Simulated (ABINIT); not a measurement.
# ZnS (Wurtzite-2H) (P6_3mc) in ABINIT: reference runs

Reference runs on ZnS (Wurtzite-2H): the cell as given and a disturbed copy.

Program: ABINIT 10.8.3 (patched build). These are calculated values, not measurements. Logs are shortened: lines on timing, memory, paths and dates and some standing lists are left out, and cuts for length are marked. The log counts tension as positive stress, the text compression.

**Measured values to compare with.**

A printed reference work, monograph reports, for a bulk crystal of ZnS at 4 K: band gap 3.911 eV (direct).

How close the calculation comes is told below.

### Step 1. The crystal as given

Symmetry: P6_3mc, No. 186, hexagonal system. Conventional cell: a = 3.811 Å, b = 3.811 Å, c = 6.234 Å, α = 90.00°, β = 90.00°, γ = 120.00°. Zn (site symmetry 3m) has 4 S at 2.31 to 2.40 Å as nearest neighbours. S (site symmetry 3m) has 4 Zn at 2.31 to 2.40 Å as nearest neighbours.

### Step 2. Single point, PBE

Input file run.abi:

```
# Pseudopotentials
pp_dirpath "./"
pseudos "Zn.GGA_PBE-JTH.xml, S.GGA_PBE-JTH.xml"

# Structure
acell 3.811 3.811 6.234 Angstrom
rprim
     1.0000000000     0.0000000000     0.0000000000
    -0.5000000000     0.8660254038     0.0000000000
     0.0000000000     0.0000000000     1.0000000000
ntypat 2
znucl 30 16
natom 4
typat 1 1 2 2
xred
     0.6666666667     0.3333333333     0.5000000000
     0.3333333333     0.6666666667     0.0000000000
     0.6666666667     0.3333333333     0.8850000000
     0.3333333333     0.6666666667     0.3850000000

# Plane-wave basis
ecut 22.0
pawecutdg 44.0

# k points
kptopt 1
ngkpt 8 8 5
nshiftk 1
shiftk 0.0 0.0 0.0

# Exchange and correlation
ixc 11

# Bands and occupations
nband 22
occopt 3
tsmear 0.05 eV

# SCF cycle
nstep 100
tolvrs 1.0e-9

# Output
iomode 3
prtwf 0
prtden 0
prteig 0
prtebands 0
```

Potentials or basis: JTH PAW PBE v2.0.

The run is started by

```sh
abinit run.abi > log 2>&1
```

run.abo:

```text
.Version 10.8.3 of ABINIT
 Symmetries : space group P6_3 m c (#186); Bravais hP (primitive hexag.)
================================================================================
 Values of the parameters that define the memory need of the present run
     intxc =       0    ionmov =       0      iscf =      17    lmnmax =      18
     lnmax =       6     mgfft =      50  mpssoang =       3    mqgrid =    3518
     natom =       4  nloc_mem =       2    nspden =       1   nspinor =       1
    nsppol =       1      nsym =      12    n1xccc =       1    ntypat =       2
    occopt =       3   xclevel =       2
       mpw =        2626          nfft =       51200          nkpt =          30
 PAW method is used; the additional fine FFT grid is defined by:
   mgfftf=        72    nfftf =    145800
================================================================================
================================================================================

--------------------------------------------------------------------------------
------------- Echo of variables that govern the present computation ------------
--------------------------------------------------------------------------------
 -outvars: echo values of preprocessed input variables --------
            acell      7.2017462658E+00  7.2017462658E+00  1.1780552669E+01 Bohr
              amu      6.53900000E+01  3.20660000E+01
             ecut      2.20000000E+01 Hartree
              ixc          11
         kptrlatt        8    0    0      0    8    0      0    0    5
          kptrlen      5.76139701E+01
            natom           4
            nband          22
            ngfft          32      32      50
          ngfftdg          45      45      72
             nkpt          30
            nstep         100
             nsym          12
           ntypat           2
           occopt           3
        pawecutdg      4.40000000E+01 Hartree
         pawxcdev           0
           prtden           0
        prtebands           0
           prteig           0
            prtwf           0
            rprim      1.0000000000E+00  0.0000000000E+00  0.0000000000E+00
                      -5.0000000000E-01  8.6602540380E-01  0.0000000000E+00
                       0.0000000000E+00  0.0000000000E+00  1.0000000000E+00
          spgroup         186
           tolvrs      1.00000000E-09
           tsmear      1.83746611E-03 Hartree
            typat      1  1  2  2
           useylm           1
           xangst      1.9055000000E+00  1.1001409380E+00  3.1170000000E+00
                      -1.0195384496E-16  2.2002818759E+00  0.0000000000E+00
                       1.9055000000E+00  1.1001409380E+00  5.5170900000E+00
                      -1.0195384496E-16  2.2002818759E+00  2.4000900000E+00
            xcart      3.6008731329E+00  2.0789650726E+00  5.8902763345E+00
                      -1.9266484446E-16  4.1579301453E+00  0.0000000000E+00
                       3.6008731329E+00  2.0789650726E+00  1.0425789112E+01
                      -1.9266484446E-16  4.1579301453E+00  4.5355127775E+00
             xred      6.6666666667E-01  3.3333333333E-01  5.0000000000E-01
                       3.3333333333E-01  6.6666666667E-01  0.0000000000E+00
                       6.6666666667E-01  3.3333333333E-01  8.8500000000E-01
                       3.3333333333E-01  6.6666666667E-01  3.8500000000E-01
            znucl       30.00000   16.00000

================================================================================

 chkinp: Checking input parameters for consistency.

================================================================================
== DATASET  1 ==================================================================

--- !DatasetInfo
iteration_state: {dtset: 1, }
dimensions: {natom: 4, nkpt: 30, mband: 22, nsppol: 1, nspinor: 1, nspden: 1, mpw: 2626, }
cutoff_energies: {ecut:  22.0, pawecutdg:  44.0, }
electrons: {nelect:   3.60000000E+01, charge:   0.00000000E+00, occopt:   3.00000000E+00, tsmear:   1.83746611E-03, }
meta: {optdriver: 0, ionmov: 0, optcell: 0, iscf: 17, paral_kgb: 0, }
...

 Exchange-correlation functional for the present dataset will be:
  GGA: Perdew-Burke-Ernzerhof functional - ixc=11
  J.P.Perdew, K.Burke, M.Ernzerhof, PRL 77, 3865 (1996)

 Real(R)+Recip(G) space primitive vectors, cartesian coordinates (Bohr,Bohr^-1):
 R(1)=  7.2017463  0.0000000  0.0000000  G(1)=  0.1388552  0.0801681  0.0000000
 R(2)= -3.6008731  6.2368952  0.0000000  G(2)=  0.0000000  0.1603362  0.0000000
 R(3)=  0.0000000  0.0000000 11.7805527  G(3)=  0.0000000  0.0000000  0.0848857
 Unit cell volume ucvol=  5.2914163E+02 bohr^3
 Angles (23,13,12)=  9.00000000E+01  9.00000000E+01  1.20000000E+02 degrees

 Coarse grid specifications (used for wave-functions):

 getcut: wavevector=  0.0000  0.0000  0.0000  ngfft=  32  32  50
         ecut(hartree)=     22.000   => boxcut(ratio)=   2.01015

 Fine grid specifications (used for densities):

 getcut: wavevector=  0.0000  0.0000  0.0000  ngfft=  45  45  72
         ecut(hartree)=     44.000   => boxcut(ratio)=   2.04608

--- Pseudopotential description ------------------------------------------------
- pspini: atom type   1  psp file is ./Zn.GGA_PBE-JTH.xml
 Pseudopotential format is: paw10
 basis_size (lnmax)=  6 (lmn_size= 18), orbitals=   0   0   1   1   2   2
 Spheres core radius: rc_sph= 2.30769763
 Shapefunction is SIN type: shapef(r)=[sin(pi*r/rshp)/(pi*r/rshp)]**2
 Radius for shape functions =  1.80965103
 Compensation charge density is not taken into account in XC energy/potential

- pspini: atom type   2  psp file is ./S.GGA_PBE-JTH.xml
 Pseudopotential format is: paw10
[... 43 lines left out ...]
  sigma(1 1)= -9.37890091E-05  sigma(3 2)=  0.00000000E+00
  sigma(2 2)= -9.37890092E-05  sigma(3 1)=  0.00000000E+00
  sigma(3 3)= -2.57705500E-05  sigma(2 1)=  0.00000000E+00

--- !ResultsGS
iteration_state: {dtset: 1, }
comment   : Summary of ground state results
lattice_vectors:
- [  7.2017463,   0.0000000,   0.0000000, ]
- [ -3.6008731,   6.2368952,   0.0000000, ]
- [  0.0000000,   0.0000000,  11.7805527, ]
lattice_lengths: [   7.20175,    7.20175,   11.78055, ]
lattice_angles: [ 90.000,  90.000, 120.000, ] # degrees, (23, 13, 12)
lattice_volume:   5.2914163E+02
convergence: {deltae:  1.194E-11, res2:  7.424E-10, residm:  1.220E-04, diffor: null, }
etotal    :  -1.49389297E+02
entropy   :   0.00000000E+00
fermie    :   2.40133011E-01
cartesian_stress_tensor: # hartree/bohr^3
- [ -9.37890091E-05,   0.00000000E+00,   0.00000000E+00, ]
- [  0.00000000E+00,  -9.37890092E-05,   0.00000000E+00, ]
- [  0.00000000E+00,   0.00000000E+00,  -2.57705500E-05, ]
pressure_GPa:   2.0923E+00
xred      :
- [  6.6667E-01,   3.3333E-01,   5.0000E-01, Zn]
- [  3.3333E-01,   6.6667E-01,   0.0000E+00, Zn]
- [  6.6667E-01,   3.3333E-01,   8.8500E-01,  S]
- [  3.3333E-01,   6.6667E-01,   3.8500E-01,  S]
cartesian_forces: # hartree/bohr
- [ -0.00000000E+00,  -0.00000000E+00,   6.12825086E-03, ]
- [ -0.00000000E+00,  -0.00000000E+00,   6.12825086E-03, ]
- [ -0.00000000E+00,  -0.00000000E+00,  -6.12825086E-03, ]
- [ -0.00000000E+00,  -0.00000000E+00,  -6.12825086E-03, ]
force_length_stats: {min:   6.12825086E-03, max:   6.12825086E-03, mean:   6.12825086E-03, }
...

 Integrated electronic density in atomic spheres:
 ------------------------------------------------
 Atom  Sphere_radius  Integrated_density
    1        2.30770         10.80061597
    2        2.30770         10.80061597
    3        1.90380          3.62417146
    4        1.90380          3.62417146

================================================================================

 ----iterations are completed or convergence reached----

 Mean square residual over all n,k,spin=   26.987E-08; max=  12.199E-05
 reduced coordinates (array xred) for    4 atoms
       0.666666666667      0.333333333333      0.500000000000
       0.333333333333      0.666666666667      0.000000000000
       0.666666666667      0.333333333333      0.885000000000
       0.333333333333      0.666666666667      0.385000000000
 rms dE/dt=  4.1683E-02; max dE/dt=  7.1524E-02; dE/dt below (all hartree)
    1       0.000000000000      0.000000000000     -0.072864835752
    2       0.000000000000      0.000000000000     -0.072864835752
    3       0.000000000000      0.000000000000      0.071523528377
    4       0.000000000000      0.000000000000      0.071523528377

 cartesian coordinates (angstrom) at end:
    1      1.90550000000000     1.10014093796060     3.11700000000000
    2     -0.00000000000000     2.20028187592120     0.00000000000000
    3      1.90550000000000     1.10014093796060     5.51709000000000
    4     -0.00000000000000     2.20028187592120     2.40009000000000

 cartesian forces (hartree/bohr) at end:
    1     -0.00000000000000    -0.00000000000000     0.00612825086339
    2     -0.00000000000000    -0.00000000000000     0.00612825086339
    3     -0.00000000000000    -0.00000000000000    -0.00612825086339
    4     -0.00000000000000    -0.00000000000000    -0.00612825086339
 frms,max,avg= 3.5381473E-03 6.1282509E-03   0.000E+00  0.000E+00  5.693E-05 h/b

 cartesian forces (eV/Angstrom) at end:
    1     -0.00000000000000    -0.00000000000000     0.31512732962265
    2     -0.00000000000000    -0.00000000000000     0.31512732962265
    3     -0.00000000000000    -0.00000000000000    -0.31512732962265
    4     -0.00000000000000    -0.00000000000000    -0.31512732962265
 frms,max,avg= 1.8193885E-01 3.1512733E-01   0.000E+00  0.000E+00  2.927E-03 e/A
 length scales=  7.201746265835  7.201746265835 11.780552668909 bohr
              =  3.811000000000  3.811000000000  6.234000000000 angstroms
 Fermi (or HOMO) energy (hartree) =   0.24013   Average Vxc (hartree)=  -0.34453
 Eigenvalues (hartree) for nkpt=  30  k points:
 kpt#   1, nband= 22, wtk=  0.00313, kpt=  0.0000  0.0000  0.0000 (reduced coord)
  -0.28725   -0.25331   -0.03620   -0.03620   -0.03382   -0.03382   -0.03354   -0.01855
  -0.01855   -0.01561   -0.01561   -0.00975    0.00794    0.16628    0.16628    0.19740
   0.19740    0.19778    0.27995    0.30749    0.42836    0.42837
      occupation numbers for kpt#   1
   2.00000    2.00000    2.00000    2.00000    2.00000    2.00000    2.00000    2.00000
   2.00000    2.00000    2.00000    2.00000    2.00000    2.00000    2.00000    2.00000
   2.00000    2.00000    0.00000    0.00000    0.00000    0.00000
 prteigrs : prtvol=0 or 1, do not print more k-points.

--- !EnergyTerms
iteration_state     : {dtset: 1, }
comment             : Components of total free energy in Hartree
kinetic             :  2.20708561229025E+01
hartree             :  4.24718524952167E+01
xc                  : -1.08917022246148E+01
Ewald energy        : -9.21733054737642E+01
psp_core            :  1.56215135969183E+00
local_psp           : -1.48966489698728E+02
PAW spherical_terms :  3.65373630587341E+01
internal            : -1.49389274360561E+02
'-kT*entropy'       : -2.08501607267705E-13
total_energy        : -1.49389274360562E+02
total_energy_eV     : -4.06508924563207E+03
...

--- !EnergyTermsDC
iteration_state     : {dtset: 1, }
comment             : '"Double-counting" decomposition of free energy'
band_energy         : -1.89892773477571E-01
Ewald energy        : -9.21733054737642E+01
psp_core            :  1.56215135969183E+00
xc_dc               : -4.15103094271919E+01
PAW spherical_terms : -1.70779405505870E+01
internal            : -1.49389296865329E+02
'-kT*entropy'       : -2.08501607267705E-13
total_energy_dc     : -1.49389296865329E+02
total_energy_dc_eV  : -4.06508985801799E+03
...

--- !EnergyTermsWithPAWCore
iteration_state     : {dtset: 1, }
comment             : 'Components of total free energy, including PAW core contributions'
Total energy        : -4.39063027267833E+03
Total energy DC     : -4.39063029518310E+03
Total energy (eV)   : -1.19475136213147E+05
Total energy DC (eV): -1.19475136825533E+05
...

 Cartesian components of stress tensor (hartree/bohr^3)
  sigma(1 1)= -9.37890091E-05  sigma(3 2)=  0.00000000E+00
  sigma(2 2)= -9.37890092E-05  sigma(3 1)=  0.00000000E+00
  sigma(3 3)= -2.57705500E-05  sigma(2 1)=  0.00000000E+00

-Cartesian components of stress tensor (GPa)         [Pressure=  2.0923E+00 GPa]
- sigma(1 1)= -2.75936791E+00  sigma(3 2)=  0.00000000E+00
- sigma(2 2)= -2.75936792E+00  sigma(3 1)=  0.00000000E+00
- sigma(3 3)= -7.58195759E-01  sigma(2 1)=  0.00000000E+00

== END DATASET(S) ==============================================================
================================================================================

 -outvars: echo values of variables after computation  --------
            acell      7.2017462658E+00  7.2017462658E+00  1.1780552669E+01 Bohr
           etotal     -1.4938929687E+02
            fcart     -0.0000000000E+00 -0.0000000000E+00  6.1282508634E-03
                      -0.0000000000E+00 -0.0000000000E+00  6.1282508634E-03
                      -0.0000000000E+00 -0.0000000000E+00 -6.1282508634E-03
                      -0.0000000000E+00 -0.0000000000E+00 -6.1282508634E-03
            rprim      1.0000000000E+00  0.0000000000E+00  0.0000000000E+00
                      -5.0000000000E-01  8.6602540380E-01  0.0000000000E+00
                       0.0000000000E+00  0.0000000000E+00  1.0000000000E+00
           strten     -9.3789009084E-05 -9.3789009187E-05 -2.5770550043E-05
                       0.0000000000E+00  0.0000000000E+00  0.0000000000E+00
           xangst      1.9055000000E+00  1.1001409380E+00  3.1170000000E+00
                      -1.0195384496E-16  2.2002818759E+00  0.0000000000E+00
                       1.9055000000E+00  1.1001409380E+00  5.5170900000E+00
                      -1.0195384496E-16  2.2002818759E+00  2.4000900000E+00
             xred      6.6666666667E-01  3.3333333333E-01  5.0000000000E-01
                       3.3333333333E-01  6.6666666667E-01  0.0000000000E+00
                       6.6666666667E-01  3.3333333333E-01  8.8500000000E-01
                       3.3333333333E-01  6.6666666667E-01  3.8500000000E-01
 Calculation completed.
```

Run time: 1.8 min. Hardware: 1 thread of Arm Neoverse V1, shared host; peak memory 0.16 GiB.

Results:

```
Free energy                                           : -4065.0899 eV
Pressure                                              : 2.1 GPa
Largest force                                         : 0.315 eV/Å
Band gap on the k mesh                                : 2.24 eV, direct
Valence electrons inside the program's atomic spheres : Zn 10.80; S 3.62
```

Forces on the atoms (eV/Å):
```
Zn   0.000  0.000  0.315
Zn   0.000  0.000  0.315
S    0.000  0.000 -0.315
S    0.000  0.000 -0.315
```

Levels at points of the mesh, in eV from the valence-band top:
```tsv
k point	band 15	band 16	band 17	band 18	band 19	band 20	band 21	band 22
(0.00, 0.00, 0.00)	-0.86	-0.01	-0.01	0.00	2.24	2.99	6.27	6.27
(0.50, 0.00, 0.00)	-3.16	-2.25	-1.56	-0.98	3.61	4.25	5.17	7.11
```

(Part 1 of 2 ends here.)
